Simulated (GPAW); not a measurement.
# Tm in GPAW: convergence with k mesh

Tm:

```
Tm
1.0
    -1.97055    1.97055    1.97055
     1.97055   -1.97055    1.97055
     1.97055    1.97055   -1.97055
Tm
1
Cartesian
  0.0000 0.0000 0.0000
```

This isn't the form of Tm at room conditions, which is hcp.

| Property | Result |
| --- | --- |
| Program | GPAW 26.7.0 |
| Task | convergence study |
| Functional | LDA |
| Potentials or basis | the program's PAW data sets (release 1.2.1) made for this functional |
| Cutoff | 800 eV |
| Basis | pw |
| k mesh | 2 × 2 × 2 |
| Occupations | fermi-dirac, width 0.05 eV |
| Spin | collinear spin, ferromagnetic start |
| Starting moments | [2.0] μB |

These are the settings of the first run; the series varies k mesh, with any setting tied to it.

Hardware: 1 thread of Arm Neoverse V1 (shared host).

Question: The values tried are 2 × 2 × 2, 3 × 3 × 3, 4 × 4 × 4, 5 × 5 × 5, 6 × 6 × 6, 7 × 7 × 7, 9 × 9 × 9, 10 × 10 × 10, 13 × 13 × 13, loosest first. From which on does the energy stay within 1 meV/atom of the tightest run that finished?

Answer: From 9 × 9 × 9 on.

```
      k mesh  energy less the tightest run, at zero smearing (meV/atom)  pressure (GPa)  largest site moment (μB)  SCF cycles  CPU time (s)  peak memory (GiB)
   2 × 2 × 2                                                    -765.00          -14.49                      1.29          18            15               0.17
   3 × 3 × 3                                                     174.60           -1.92                      1.08          23            22               0.18
   4 × 4 × 4                                                      -0.13           -0.68                      1.15          18            29               0.18
   5 × 5 × 5                                                       0.29           -0.98                      1.18          17            32               0.18
   6 × 6 × 6                                                       2.67           -1.06                      1.16          18            49               0.19
   7 × 7 × 7                                                      -1.75           -1.19                      1.17          17            57                0.2
   9 × 9 × 9                                                       0.23           -1.17                      1.17          16            93               0.22
10 × 10 × 10                                                      -0.25           -1.14                      1.17          17           130               0.24
13 × 13 × 13                                                       0.00           -1.16                      1.17          16           210                0.3
```

Against the tightest run, the pressure stays within 0.1 GPa from 7 × 7 × 7 on; the largest site moment stays within 0.02 μB from 4 × 4 × 4 on. Meshes of other sizes hit other points, so gaps and Fermi surfaces needn't settle smoothly. The tightest run that finished is the yardstick and may itself not be fully converged.

Caveat, for the tightest run too: one-centre terms of the f shell are cut off; the magnetic or orbital state may not be the lowest; spin-orbit coupling is left out, which moves the levels of the heavy elements. The state reached can hang on the start; a lower one may exist.
